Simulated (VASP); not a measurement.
# WS2 (Tungstenite) (P6_3/mmc) in VASP: notebook

The runs below take WS2 (Tungstenite) through single point, with PBE+D3(BJ).

All numbers are computed with VASP 6.6.1; they aren't measurements. Logs are shortened: lines on timing, memory, paths and dates and some standing lists are left out, and cuts for length are marked.

## Step 1: The crystal as given

The structure is hexagonal, space group P6_3/mmc (No. 194). Conventional cell: a = 3.154 Å, b = 3.154 Å, c = 12.143 Å, α = 90.00°, β = 90.00°, γ = 120.00°. W (site symmetry -6m2) has 6 S at 2.41 Å as nearest neighbours. Around S (site symmetry 3m) lie 3 W at 2.41 Å.

## Step 2: Single point, PBE+D3(BJ)

INCAR reads:

```
SYSTEM = WS2
ALGO = Fast
EDIFF = 1E-6
ENCUT = 520
GGA = PE
ISIF = 2
ISMEAR = 0
IVDW = 12
LASPH = .True.
LCHARG = .True.
LELF = .True.
LREAL = .False.
LVHAR = .True.
LWAVE = .False.
NBANDS = 35
NELM = 100
PREC = Accurate
SIGMA = 0.02
```

KPOINTS reads:

```
k-points
0
Gamma
  12 12 4
  0 0 0
```

POSCAR reads:

```
WS2
1.0
    3.1537892984      0.0000000000      0.0000000000
   -1.5768946492      2.7312616506      0.0000000000
    0.0000000000      0.0000000000     12.1432922937
W S
2 4
Direct
    0.3333333333      0.6666666667      0.2500000000
    0.6666666667      0.3333333333      0.7500000000
    0.3333333333      0.6666666667      0.6203061927
    0.6666666667      0.3333333333      0.1203061927
    0.3333333333      0.6666666667      0.8796938073
    0.6666666667      0.3333333333      0.3796938073
```

Potentials or basis: VASP PAW PBE potentials, release 64 (W_sv, S).

The run is started by

```sh
$ cat potpaw_PBE.64/W_sv/POTCAR potpaw_PBE.64/S/POTCAR > POTCAR
$ mpirun -np 1 vasp_std > vasp.out
```

OUTCAR:

```text
SYSTEM = WS2
   EDIFF = 1E-6
   ENCUT = 520
   GGA = PE
   ISIF = 2
   ISMEAR = 0
   IVDW = 12
   LASPH = .True.
   LREAL = .False.
   NELM = 100
   PREC = Accurate
 IVDW          = 12

 ion  position               nearest neighbor table
   1  0.333  0.667  0.250-   4 2.41   6 2.41   4 2.41   6 2.41   4 2.41   6 2.41
   2  0.667  0.333  0.750-   3 2.41   5 2.41   3 2.41   5 2.41   3 2.41   5 2.41
   3  0.333  0.667  0.620-   2 2.41   2 2.41   2 2.41
   4  0.667  0.333  0.120-   1 2.41   1 2.41   1 2.41
   5  0.333  0.667  0.880-   2 2.41   2 2.41   2 2.41
   6  0.667  0.333  0.380-   1 2.41   1 2.41   1 2.41

  LATTYP: Found a hexagonal cell.
 ALAT       =     3.1537892984
 C/A-ratio  =     3.8503816028

  Lattice vectors:

 A1 = (   3.1537892984,   0.0000000000,   0.0000000000)
 A2 = (  -1.5768946492,   2.7312616506,   0.0000000000)
 A3 = (   0.0000000000,   0.0000000000,  12.1432922937)

Analysis of symmetry for initial positions (statically):
=====================================================================
 Subroutine PRICEL returns:
 Original cell was already a primitive cell.

 Routine SETGRP: Setting up the symmetry group for a
 hexagonal supercell.

 Subroutine GETGRP returns: Found 24 space group operations
 (whereof 12 operations were pure point group operations)
 out of a pool of 24 trial point group operations.

The static configuration has the point symmetry D_3d.
 The point group associated with its full space group is D_6h.

Analysis of symmetry for dynamics (positions and initial velocities):
=====================================================================
 Subroutine PRICEL returns:
 Original cell was already a primitive cell.

 Routine SETGRP: Setting up the symmetry group for a
 hexagonal supercell.

 Subroutine GETGRP returns: Found 24 space group operations
 (whereof 12 operations were pure point group operations)
 out of a pool of 24 trial point group operations.

The dynamic configuration has the point symmetry D_3d.
 The point group associated with its full space group is D_6h.

 Subroutine INISYM returns: Found 24 space group operations
 (whereof 12 operations are pure point group operations),
 and found     1 'primitive' translations

[... 104 lines left out ...]
   EDIFFG = 0.1E-04   stopping-criterion for IOM
   NSW    =      0    number of steps for IOM
   IBRION =     -1    ionic relax: 0-MD 1-quasi-New 2-CG
   NFREE  =      0    steps in history (QN), initial steepest desc. (CG)
   ISIF   =      2    stress and relaxation
   ISYM   =      2    0-nonsym 1-usesym 2-fastsym
   POTIM  = 0.5000    time-step for ionic-motion
   TEBEG  =    0.0;   TEEND  =   0.0 temperature during run
   PSTRESS=    0.0 pullay stress
   NELECT =      52.0000    total number of electrons
   NUPDOWN=      -1.0000    fix difference up-down
   EMIN   =  10.00;   EMAX   =-10.00  energy-range for DOS
   EFERMI =   0.00;   METHOD = LEGACY
   ISMEAR =     0;   SIGMA  =   0.02  broadening in eV -4-tet -1-fermi 0-gaus
   EFERMI_NEDOS =   21; number of points for ismear=-14 and -15
   IALGO  =     68    algorithm
   IMIX   =      4    mixing-type and parameters
     AMIX     =   0.40;   BMIX     =  1.00
     AMIX_MAG =   1.60;   BMIX_MAG =  1.00
  volume/ion in A,a.u.               =      17.43       117.65
  Fermi-wavevector in a.u.,A,eV,Ry     =   1.296876  2.450740 22.883468  1.681887
  Thomas-Fermi vector in A             =   2.428304
   LORBIT       =      0    0 simple, 1 ext, 2 COOP (PROOUT), +10 PAW based schemes
   GGA     = PE    functional components
   LHFCALC =     F    Hartree Fock is set to
   AEXX    =    0.0000 exact exchange contribution
   IVDW    =    12    specifies the selected vdW correction
   LEPSILON=     F    determine dielectric tensor
   LRPA    =     F    only Hartree local field effects (RPA)
 non-spin polarized calculation
 RMM-DIIS sequential band-by-band and
 Gauss-broadening in eV      SIGMA  =   0.02
  energy-cutoff  :      520.00
  volume of cell :      104.60
 maximum number of plane-waves:      2841
 NGX is ok and might be reduce to    24
   NGX = 11   NGY = 11   NGZ = 45

 number of electron      51.9999999 magnetization

 Free energy of the ion-electron system (eV)
  ---------------------------------------------------
  ext. energy  EPLUGINS =         0.00000000
  ---------------------------------------------------
  free energy    TOTEN  =       -47.18925264 eV

  energy without entropy =      -47.18925264  energy(sigma->0) =      -47.18925264

 E-fermi :   7.9793     XC(G=0): -11.0782

 val. band max:        7.7289267737   @ k =   0.0000   0.0000   0.0000
 cond. band min:       8.6364999536   @ k =   0.1667   0.1667   0.0000
 fundamental gap:      0.9075731798
 Fermi energy:         7.9792921764

 k-point     1 :       0.0000    0.0000    0.0000
  band No.  band energies     occupation
      1     -66.9189      2.00000
      2     -66.9189      2.00000
      3     -31.1765      2.00000
      4     -31.1765      2.00000
      5     -30.9981      2.00000
      6     -30.9981      2.00000
[... 901 lines left out ...]
     34      11.7302      0.00000
     35      13.5061      0.00000

 [... further k-points ...]

------------------------ aborting loop because EDIFF is reached ----------------------------------------

 Edisp (eV)   -2.61071

 E8    (eV) :    -1.0971

  FORCE on cell =-STRESS in cart. coord.  units (eV):
  Direction    XX          YY          ZZ          XY          YZ          ZX
  --------------------------------------------------------------------------------------
  -------------------------------------------------------------------------------------
  Total      -0.00692    -0.00692    -0.03694     0.00000     0.00000     0.00000
  in kB      -0.10601    -0.10601    -0.56582     0.00000     0.00000     0.00000
  external pressure =       -0.26 kB  Pullay stress =        0.00 kB

 VOLUME and BASIS-vectors are now :
 -----------------------------------------------------------------------------
  energy-cutoff  :      520.00
  volume of cell :      104.60
      direct lattice vectors                 reciprocal lattice vectors
     3.153789298  0.000000000  0.000000000     0.317078887  0.183065581  0.000000000
    -1.576894649  2.731261651  0.000000000     0.000000000  0.366131161  0.000000000
     0.000000000  0.000000000 12.143292294     0.000000000  0.000000000  0.082349990

 POSITION                                       TOTAL-FORCE (eV/Angst)
 -----------------------------------------------------------------------------------
     -0.00000      1.82084      3.03582        -0.000000      0.000000      0.000000
      1.57689      0.91042      9.10747         0.000000     -0.000000      0.000000
     -0.00000      1.82084      7.53256         0.000000      0.000000     -0.002869
      1.57689      0.91042      1.46091        -0.000000      0.000000     -0.002869
     -0.00000      1.82084     10.68238        -0.000000      0.000000      0.002869
      1.57689      0.91042      4.61073         0.000000      0.000000      0.002869
 -----------------------------------------------------------------------------------
    total drift:                               -0.000000      0.000000     -0.000000

  FREE ENERGIE OF THE ION-ELECTRON SYSTEM (eV)
  ---------------------------------------------------
  free  energy   TOTEN  =       -49.7999591406 eV

  energy  without entropy=      -49.7999591406  energy(sigma->0) =      -49.79995914
```

OSZICAR:

```text
N       E                     dE             d eps       ncg     rms          rms(c)
DAV:   1     0.510541468404E+03    0.51054E+03   -0.28413E+04  4358   0.149E+03
DAV:   2    -0.166330770484E+02   -0.52717E+03   -0.50926E+03  4590   0.411E+02
DAV:   3    -0.490493400933E+02   -0.32416E+02   -0.31846E+02  4940   0.969E+01
DAV:   4    -0.498532740896E+02   -0.80393E+00   -0.79977E+00  4864   0.157E+01
DAV:   5    -0.498690562269E+02   -0.15782E-01   -0.15771E-01  4820   0.235E+00    0.383E+01
RMM:   6    -0.474610893654E+02    0.24080E+01   -0.73154E+00  4803   0.129E+01    0.161E+01
RMM:   7    -0.471766073280E+02    0.28448E+00   -0.15263E+00  5122   0.503E+00    0.660E+00
RMM:   8    -0.472044393528E+02   -0.27832E-01   -0.77288E-01  5236   0.374E+00    0.172E+00
RMM:   9    -0.471873596398E+02    0.17080E-01   -0.12127E-01  4645   0.191E+00    0.674E-01
RMM:  10    -0.471890397775E+02   -0.16801E-02   -0.22059E-02  5357   0.698E-01    0.131E-01
RMM:  11    -0.471892594028E+02   -0.21963E-03   -0.37506E-03  5377   0.317E-01    0.105E-01
RMM:  12    -0.471892509046E+02    0.84981E-05   -0.53577E-04  5221   0.145E-01    0.344E-02
RMM:  13    -0.471892517694E+02   -0.86474E-06   -0.14659E-04  5640   0.730E-02    0.286E-02
RMM:  14    -0.471892530841E+02   -0.13147E-05   -0.21417E-05  5529   0.269E-02    0.138E-02
RMM:  15    -0.471892525107E+02    0.57337E-06   -0.13027E-05  4709   0.178E-02    0.674E-03
RMM:  16    -0.471892526429E+02   -0.13219E-06   -0.21021E-06  3386   0.841E-03
   1 F= -.49799959E+02 E0= -.49799959E+02  d E =-.171795E-72
```

stdout:

```text
POSCAR found type information on POSCAR W S
 POSCAR found :  2 types and       6 ions
 scaLAPACK will be used
 LDA part: xc-table for (Slater+PW92), standard interpolation
 POSCAR, INCAR and KPOINTS ok, starting setup
 FFT: planning ... GRIDC
 FFT: planning ... GRID_SOFT
 FFT: planning ... GRID
 WAVECAR not read
 entering main loop
```

Run time: 97 s. Hardware: 1 thread of Intel Xeon 6975P-C (Granite Rapids), shared host; peak memory 0.33 GiB.

What came out:

```yaml
Free_energy: -49.8000 eV
Pressure: 0.0 GPa
Band_gap_on_the_k_mesh: 0.91 eV, indirect (least direct gap 1.84 eV)
Dispersion_energy_per_atom: -0.435 eV
```

Forces on the atoms (eV/Å):
```
W    0.000  0.000  0.000
W    0.000  0.000  0.000
S    0.000  0.000 -0.003
S    0.000  0.000 -0.003
S    0.000  0.000  0.003
S    0.000  0.000  0.003
```

Levels at points of the mesh, in eV from the valence-band top:
```tsv
k point	band 23	band 24	band 25	band 26	band 27	band 28	band 29	band 30
(0.00, 0.00, 0.00)	-2.20	-1.42	-1.28	0.00	2.26	2.26	2.28	2.28
(0.50, 0.00, 0.00)	-2.03	-1.78	-1.78	-1.56	2.29	2.34	2.55	2.89
(0.00, 0.00, 0.50)	-2.24	-2.24	-0.31	-0.31	2.25	2.25	2.25	2.25
(0.50, 0.00, 0.50)	-1.90	-1.90	-1.65	-1.65	2.31	2.31	2.75	2.75
```

Caveat: spin-orbit coupling is left out, which moves the levels of the heavy elements.

## Step 3: Single point, PBE+D3(BJ)

This run uses another cell than the first one, of 63.93 Å³/atom, 3.667 times its volume.

INCAR reads:

```
SYSTEM = WS2
  PREC = Accurate
  ENCUT = 520
  EDIFF = 1E-6
  ISMEAR = 0
  SIGMA = 0.02
  LREAL = .FALSE.
  LASPH = .TRUE.
  NELM = 100
  ALGO = Fast
  ISIF = 2
  LWAVE = .FALSE.
  LCHARG = .TRUE.
  LDIPOL = .TRUE.
  IDIPOL = 3
  DIPOL = 0.5 0.5 0.500
  GGA = PE
  IVDW = 12
  LELF = .TRUE.
  LVHAR = .TRUE.
  LVACPOTAV = .TRUE.
  NBANDS = 35
```

KPOINTS reads:

```
Automatic mesh
0
G
  12 12 1
  0 0 0
```

POSCAR reads:

```
WS2
1.0
    3.1569375068      0.0000000000      0.0000000000
   -1.5784687534      2.7339880790      0.0000000000
    0.0000000000      0.0000000000     44.4429313586
S W
4 2
Direct
    0.3333333333      0.6666666667      0.3960923222
    0.3333333333      0.6666666667      0.4669885526
    0.6666666667      0.3333333333      0.5330114474
    0.6666666667      0.3333333333      0.6039076778
    0.6666666667      0.3333333333      0.4315608359
    0.3333333333      0.6666666667      0.5684391641
```

Potentials or basis: VASP PAW PBE potentials, release 64 (S, W_sv).

The run is started by

```sh
$ cat potpaw_PBE.64/S/POTCAR potpaw_PBE.64/W_sv/POTCAR > POTCAR
$ mpirun -np 1 vasp_std > vasp.out
```

It took 4.8 min on 1 thread of Intel Xeon Platinum 8488C (Sapphire Rapids), shared host; peak memory 0.55 GiB.

It converged, with:

```
Free energy                            : -49.4762 eV
Largest force                          : 0.006 eV/Å
Band gap on the k mesh                 : 1.37 eV, indirect (least direct gap 1.88 eV)
Dispersion energy per atom             : -0.369 eV
Ionisation potential of the upper face : 5.25 eV
```

Forces in eV/Å, atoms in the order of the input:
```
S    0.000  0.000 -0.006
S    0.000  0.000  0.004
S    0.000  0.000 -0.004
S    0.000  0.000  0.006
W    0.000  0.000  0.000
W    0.000  0.000  0.000
```

Levels at points of the mesh, in eV from the valence-band top:
```csv
k point,band 22,band 23,band 24,band 25,band 26,band 27,band 28,band 29,band 30,band 31
"(0.00, 0.00, 0.00)",-2.00,-1.96,-1.96,-0.74,0.00,2.51,2.51,2.53,2.53,2.61
"(0.50, 0.00, 0.00)",-2.59,-1.70,-1.58,-1.44,-1.33,2.54,2.57,2.89,3.05,3.47
```

Caveat: spin-orbit coupling is left out, which moves the levels of the heavy elements.

[end of part 1 of 2]
